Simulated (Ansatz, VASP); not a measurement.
One calculation of Ba, two programs

File INCAR:

```
SYSTEM = Ba
  PREC = Accurate
  ENCUT = 520
  EDIFF = 1E-6
  ISMEAR = -1
  SIGMA = 0.1
  LREAL = .False.
  LASPH = .True.
  NELM = 60
  ALGO = Normal
  ISIF = 2
  LWAVE = .False.
  LCHARG = .True.
  GGA = PS
  LELF = .True.
  LVHAR = .True.
  NBANDS = 17
```

Contents of KPOINTS:

```
Automatic mesh
0
Gamma
  10 10 5
  0 0 0
```

POSCAR

```
Ba
1.0
    4.3403842423      0.0000000000      0.0000000000
   -2.1701921212      3.7588830160      0.0000000000
    0.0000000000      0.0000000000      7.1012127058
Ba
2
Direct
    0.3333333333      0.6666666667      0.2500000000
    0.6666666667      0.3333333333      0.7500000000
```

Input for Ansatz:

```yaml
crystal:
  lattice:
    - [4.3403842423, 0.0, 0.0]
    - [-2.1701921212, 3.758883016, 0.0]
    - [0.0, 0.0, 7.1012127058]
  atoms:
    - { symbol: Ba, position: [0.3333333333, 0.6666666667, 0.25] }
    - { symbol: Ba, position: [0.6666666667, 0.3333333333, 0.75] }
hamiltonian:
  xc: pbesol
  pseudopotentials:
    kind: paw
    azcp:
      Ba: "pseudopotentials/Ba.paw.azcp"
basis:
  ecutwfc: 420
  fft_grid_basis: typed
kpoints:
  mp_grid: { grid: [10, 10, 5], shift: [0, 0, 0] }
magnetization:
  spin_polarized: false
scf:
  occupations: { method: fermi_dirac, width: 0.1 }
  lower_state_search: "off"
output:
  stress: true
```

Alike in both runs: task single point; functional PBEsol; k mesh 10 × 10 × 5; occupations fermi-dirac, width 0.1 eV; no spin polarisation.

```csv
,VASP,Ansatz
version,VASP 6.6.1,Ansatz 0.2.0
potentials or method,"VASP PAW PBE potentials, release 64 (Ba_sv)","plane waves (420 eV) with PAW, scalar-relativistic"
plane-wave cutoff (eV),520,420
valence electrons in the cell,20,20
```

Ansatz gave:

- pressure (GPa): 0.0

Which values does VASP return?

Pressure (GPa): 0.1.

The functional is the same, so the differences come from potentials, cutoffs and numerics. Ansatz warned: «pseudo_functional_mismatch».

Caveats: the PAW data sets were made with another functional, which shifts forces and pressure a little (VASP). The runs have no spin-orbit coupling, so splittings on Ba are missing.
